**Q:** I have the electron levels of TiAl at several points of the reciprocal cell. Three of these points stand on one vertical line. Can two of them tell me the levels at the third?

Electron levels of TiAl (2-atom cell, atoms moved at random by about 0.05 Å), computed with SIESTA 5.4.2 using PBE, a DZP basis and PseudoDojo 0.4 standard pseudopotentials, without spin polarisation or spin-orbit coupling. The k mesh is 9x9x7, with Fermi-Dirac smearing of 0.05 eV. Levels are counted from the Fermi energy.

```tsv
point a (reciprocal cell vector)	point b (reciprocal cell vector)	point c (reciprocal cell vector)	level under 4 (eV)	level under 3 (eV)	level under 2 (eV)	level under 1 (eV)	level over 1 (eV)	level over 2 (eV)
-0.4444	0.0000	-0.4286	-5.09	-2.825	-1.682	-0.647	1.456	1.794
-0.1111	0.0000	-0.4286	-32.61	-7.462	-4.794	-0.551	0.683	1.363
-0.4444	0.4444	-0.2857	-32.96	-2.994	-2.074	-1.834	0.460	2.086
0.0000	0.0000	0.0000	-9.00	-1.825	-0.837	-0.291	2.108	2.109
-0.4444	0.4444	0.0000	-1.40	-0.489	-0.291	-0.115	0.487	4.007
0.1111	0.2222	0.2857	-32.65	-7.238	-2.978	-0.440	0.038	1.166
-0.4444	0.4444	0.4286	?	?	?	?	?	?
```

**A:** Start with the energy scales. The valence levels reach about 9 eV below the Fermi energy, while the Ti 3p semicore shell lies near 33 eV below it. Between the two known points of your line, a valence level seems to move by about 1.6 eV. The line has point a = -0.4444 and point b = 0.4444, and I shall call its points the foot (point c = 0), the middle (-0.2857) and the upper point (0.4286). The cell is that of layered tetragonal TiAl, whose mirror symmetry gives c and -c the same levels. Here the atoms are moved at random by about 0.05 Å, so this holds only nearly.

**Q:** At the middle, "level under 4" jumps to -32.96 eV. Does a band really plunge that far?

**A:** No. The columns count levels downwards from the Fermi energy, so they don't follow a band. At the middle three valence bands are filled, and the fourth level down is already Ti 3p. At the foot at least four are filled, though the highest lies only 0.115 eV below the Fermi energy, so a small change in the calculation could empty it. Ti and Al bring 4 + 3 = 7 valence electrons, or 3.5 filled bands on average, so the number of filled bands has to vary through the cell, as it does in a metal.

**Q:** Then which levels should I link between the foot and the middle?

**A:** I link the three deepest listed valence levels in order, assuming that no deeper valence level is left out of the table at the foot. They fall by 1.59, 1.59 and 1.54 eV, which suggests a common cause. Symmetry offers one: Ti d orbitals of the xy, xz and yz kind can bond with Al p orbitals in the layers above and below. At the foot the two layers' contributions nearly cancel. Higher up the wave changes phase from layer to layer, the cancellation fails, and the bonding levels sink.

**Q:** How do I turn that into a number?

**A:** Treat each d level and its p partner as two levels a distance g apart at the foot. If their coupling is V sin(πk), with k the value of point c, the lower level drops by D, where D(D + g) = V² sin²(πk). The middle point fixes V², and sin² is 1.555 times larger at the upper point. For the partner I take the second empty level at the foot, which is a guess.

Take the level that starts at -0.291 eV and falls by 1.543 eV. Its partner is at 4.007 eV, so g = 4.007 + 0.291 = 4.298 eV. At the middle D(D + g) = 1.543 × 5.841 ≈ 9.01 eV², and at the upper point 1.555 × 9.01 ≈ 14.0 eV². This gives D ≈ 2.17 eV and a level at -2.46 eV.

**Q:** What do you forecast for the whole row?

**A:** Three filled valence bands, at odds of about three to one, all deeper than at the middle. The empty levels and Ti 3p are copied from the middle. The error bars are my judgement, wider for the lowest valence level because Al s mixes into it.

- Level under 4: -32.96 ± 0.3 eV
- Level under 3: -3.66 ± 0.8 eV
- Level under 2: -2.72 ± 0.5 eV
- Level under 1: -2.46 ± 0.5 eV
- Level over 1: 0.46 ± 0.5 eV
- Level over 2: 2.09 ± 1.2 eV

The withheld rows as computed:

```tsv
point a (reciprocal cell vector)	point b (reciprocal cell vector)	point c (reciprocal cell vector)	level under 4 (eV)	level under 3 (eV)	level under 2 (eV)	level under 1 (eV)	level over 1 (eV)	level over 2 (eV)
-0.4444	0.4444	0.4286	-32.96	-2.738	-2.379	-2.154	1.564	2.295
```

**Q:** Four values fall within their bars and two don't. Did the bonding picture work?

**A:** Only in part. The band count is right, and the two upper filled levels do sink, but by about 0.3 eV from the middle, half of what the model gave. A p partner nearer in energy than the one I guessed would have given a smaller step, but even a partner at the same energy as the d level would have left it too large. So that guess can't be the only fault. Simply copying the middle point would have missed them by as much. The average of "level under 1" over the six known points misses by 1.5 eV, so for this level the nearby point is a far better guide than the average, though the model adds almost no accuracy to it.

**Q:** Why did the lowest valence level go the wrong way?

**A:** It rises by 0.26 eV, and the forecast is 0.92 eV too deep. I now doubt the link I made for it. The table lists only four levels below the Fermi energy, so a deeper valence level may be missing at the foot. There is a reason to suspect one: by symmetry, Al s bonds with the xy orbital most strongly at the foot, and this bonding fades with height. Such a level would start deep and tend to rise along the line, as the lowest level does from the middle to the upper point. Counted from the bottom, all three of my links would then be one band off, and their nearly equal drops would be a coincidence. The fifth level down at the foot would test this: if it is a valence level, the links were wrong; if it is Ti 3p, they stand and the cause lies elsewhere.

**Q:** And the first empty level?

**A:** That is the largest miss: 1.10 eV too low. The values at the foot and the middle, 0.487 and 0.460 eV, looked like one flat band. But the column is counted from the Fermi energy. At the middle, with three filled valence bands, it holds the fourth; at the foot, with at least four filled, it holds the fifth or a higher one. So the two similar entries don't establish a flat band. To follow a band you need its orbital character or closely spaced points. The printed analysis below lists the forecasts and misses; the levels computed at the upper point were used in none of the forecasts.

Numerical output:

```
Drop of lowest linked level from point 5 to point 3, eV: 1.594
Drop of middle linked level from point 5 to point 3, eV: 1.585
Drop of highest linked level from point 5 to point 3, eV: 1.543
Change of first empty level from point 5 to point 3, eV: -0.027
Squared coupling at point 7 over that at point 3: 1.555
Forecast level under 4 at point 7 (bar 0.3), eV: -32.96
Forecast level under 3 at point 7 (bar 0.8), eV: -3.663
Forecast level under 2 at point 7 (bar 0.5), eV: -2.718
Forecast level under 1 at point 7 (bar 0.5), eV: -2.459
Forecast level over 1 at point 7 (bar 0.5), eV: 0.46
Forecast level over 2 at point 7 (bar 1.2), eV: 2.086
Computed levels with the withheld row:
      row  under4_eV  under3_eV  under2_eV  under1_eV  over1_eV  over2_eV
  -0.4444      -5.09     -2.825     -1.682     -0.647     1.456     1.794
  -0.1111     -32.61     -7.462     -4.794     -0.551     0.683     1.363
  -0.4444     -32.96     -2.994     -2.074     -1.834      0.46     2.086
      0.0         -9     -1.825     -0.837     -0.291     2.108     2.109
  -0.4444       -1.4     -0.489     -0.291     -0.115     0.487     4.007
   0.1111     -32.65     -7.238     -2.978      -0.44     0.038     1.166
  -0.4444     -32.96     -2.738     -2.379     -2.154     1.564     2.295
Miss (forecast less computed) level under 4, eV: 0
Miss (forecast less computed) level under 3, eV: -0.9247
Miss (forecast less computed) level under 2, eV: -0.3389
Miss (forecast less computed) level under 1, eV: -0.3047
Miss (forecast less computed) level over 1, eV: -1.104
Miss (forecast less computed) level over 2, eV: -0.209
Miss of plain copy of point 3, level under 3, eV: -0.256
Miss of plain copy of point 3, level under 2, eV: 0.305
Miss of plain copy of point 3, level under 1, eV: 0.32
fit of level_under_1 on 6 rows: constant -0.6463 +/- 0.25; rms 0.558, worst -0.4444 1.19, leave-one-out rms 0.67
  rows outside the fit (model, value, miss): -0.4444 -0.6463, -2.154, 1.51
```
